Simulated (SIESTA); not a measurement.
## Si2Ni in SIESTA: the effect of strain zz

Crystal: Si2Ni.

```
CELL_PARAMETERS angstrom
0.00000 2.70300 2.59488
2.70300 0.00000 2.59488
2.70300 2.70300 0.00000
ATOMIC_POSITIONS crystal
Ni 0.00000 0.00000 0.00000
Si 0.75000 0.75000 0.75000
Si 0.25000 0.25000 0.25000
```

The cell isn't the ideal one: cell strained along z.

Alike in all runs:

- Program: SIESTA 5.4.2
- Task: band structure
- Functional: PBE
- Potentials or basis: PseudoDojo 0.4 standard (PBE files)
- Basis: DZP (energy shift 0.003 Ry; two zetas on semicore shells)
- Grid cutoff: 800 Ry
- Energy shift: 0.003 Ry
- k mesh: 6 × 6 × 6
- Occupations: fermi-dirac, width 0.05 eV
- Spin: collinear spin, ferromagnetic start
- Starting moments: [1.0, 0.0, 0.0] μB

```tsv
strain zz	pressure (GPa)
-0.04	11.6
-0.02	7.6
-0.01	5.7
0	4.0
0.01	2.4
0.02	0.9
0.04	?
```

Q: What does the run with strain zz 0.04 give?

A: Pressure -2.1 GPa.

Worked out: A parabola through the other rows of the pressure, of slope -120 GPa per unit of strain zz there, extrapolates to -1.7 GPa, against the run's -2.1.

Caveats: short orbitals over semicore shells can move pressures by several GPa; the basis of atomic orbitals isn't converged, which shifts pressures, moduli and gaps.
